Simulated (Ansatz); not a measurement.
## Relaxing Pd in the sc type

First guess:

```yaml
crystal:
  lattice:
    - [2.56240, 0.00000, 0.00000]
    - [0.00000, 2.56240, 0.00000]
    - [0.00000, 0.00000, 2.56240]
  atoms:
    - { symbol: Pd, position: [0.00000, 0.00000, 0.00000] }
```

Level of theory: DFT, PBE, PAW with Ansatz's default frozen-core files, scalar-relativistic (Ansatz 0.2.0).

Cell and atoms relax within the symmetry of the start on a 13×13×13 k mesh with 0.03 eV Fermi–Dirac smearing.

The start is built from a prototype, known or not as a phase of this compound; the cutoff is 420 eV.

Spin polarisation is left out, and whether a magnetic state lies lower isn't shown here.

**Question.** What is the pressure of the first guess?

**Answer.** 8.36 GPa.

**Question.** What does it relax to?

**Answer.** a = 2.613 Å, b = 2.613 Å, c = 2.613 Å, α = 90.00°, β = 90.00°, γ = 90.00° (conventional cell), 17.84 Å³ per atom:
```
CELL_PARAMETERS angstrom
2.61292 0.00000 0.00000
0.00000 2.61292 0.00000
0.00000 0.00000 2.61292
ATOMIC_POSITIONS crystal
Pd 0.00000 0.00000 0.00000
```

**Question.** How much energy does the relaxation release?

**Answer.** 25 meV/atom.
